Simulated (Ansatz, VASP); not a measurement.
I: VASP beside Ansatz

Contents of INCAR:

```
PREC = Accurate
ENCUT = 520
EDIFF = 1E-6
ISMEAR = 0
SIGMA = 0.1
LREAL = F
LASPH = T
NELM = 100
ALGO = Fast
ISIF = 2
LWAVE = F
LCHARG = F
GGA = PE
NBANDS = 10
```

KPOINTS

```
regular mesh
0
Gamma
  16 16 16
```

Contents of POSCAR:

```
I
1.0
   -1.7084055509      1.7084055509      4.1207854338
    1.7084055509     -1.7084055509      4.1207854338
    1.7084055509      1.7084055509     -4.1207854338
I
1
Direct
    0.0000000000      0.0000000000      0.0000000000
```

Input for Ansatz:

```yaml
crystal:
  lattice:
    - [-1.7084055509, 1.7084055509, 4.1207854338]
    - [1.7084055509, -1.7084055509, 4.1207854338]
    - [1.7084055509, 1.7084055509, -4.1207854338]
  atoms:
    - { symbol: I, position: [0.0, 0.0, 0.0] }
basis:
  ecutwfc: 420
kpoints:
  mp_grid: { grid: [16, 16, 16] }
hamiltonian:
  xc: pbe
scf:
  occupations: { method: gaussian, width: 0.1 }
output:
  forces: true
  stress: true
  eigenvalues: true
```

Alike in both runs: task single point; functional PBE; k mesh 16 × 16 × 16; occupations gaussian, width 0.1 eV; no spin polarisation.

|  | VASP | Ansatz |
| --- | --- | --- |
| version | VASP 6.6.1 | Ansatz 0.2.0 |
| potentials or method | VASP PAW PBE potentials, release 64 (I) | scalar-relativistic, plane waves, PAW |
| plane-wave cutoff (eV) | 520 | 420 |
| valence electrons in the cell | 7 | 17 |

```tsv
	VASP	Ansatz	Ansatz less VASP
gap on the k mesh at the Fermi level (eV)	none	none	-
pressure (GPa)	-2.5	-2.5	+0.01
largest component of the traceless stress (GPa)	2.86	2.83	-0.028
```

A gap of «none» marks a metal or a gap that the smearing closes. With one functional, cell and mesh, what is left measures potentials, basis and numerics. The two sets of potentials don't hold the same shells in valence.

Caveats: an odd number of electrons without spin polarisation forces a metal; a magnetic or distorted state may lie lower. Spin-orbit coupling is left out, which matters for the levels of I.
